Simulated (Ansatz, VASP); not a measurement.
# BaS in VASP and in Ansatz

```
Ba S
1.0
     0.00000    3.19800    3.19800
     3.19800    0.00000    3.19800
     3.19800    3.19800    0.00000
Ba S
1 1
Direct
  0.50000 0.50000 0.50000
  0.00000 0.00000 0.00000
```

Alike in both runs: task single point; functional RPBE; dispersion D4; k mesh 6 × 6 × 6; occupations gaussian, width 0.05 eV; no spin polarisation.

|  | VASP | Ansatz |
| --- | --- | --- |
| version | VASP 6.6.1 | Ansatz 0.2.0 |
| potentials or method | VASP PAW PBE potentials, release 64 (Ba_sv, S) | scalar-relativistic, plane waves, PAW |
| plane-wave cutoff (eV) | 520 | 420 |
| valence electrons in the cell | 16 | 16 |

|  | VASP | Ansatz | Ansatz less VASP |
| --- | --- | --- | --- |
| gap on the k mesh at the Fermi level (eV) | 2.26 | 2.36 | +0.103 |
| least direct gap on the mesh (eV) | 2.39 | 2.47 | +0.071 |
| pressure (GPa) | 0.9 | 0.3 | -0.59 |
| dispersion energy (meV/atom) | -390.1 | -390.2 | -0.17 |

Caveats: the PAW data sets were made with another functional, which shifts forces and pressure a little (VASP); spin-orbit coupling is left out, which moves the levels of the heavy elements. A k mesh can miss the band edges.
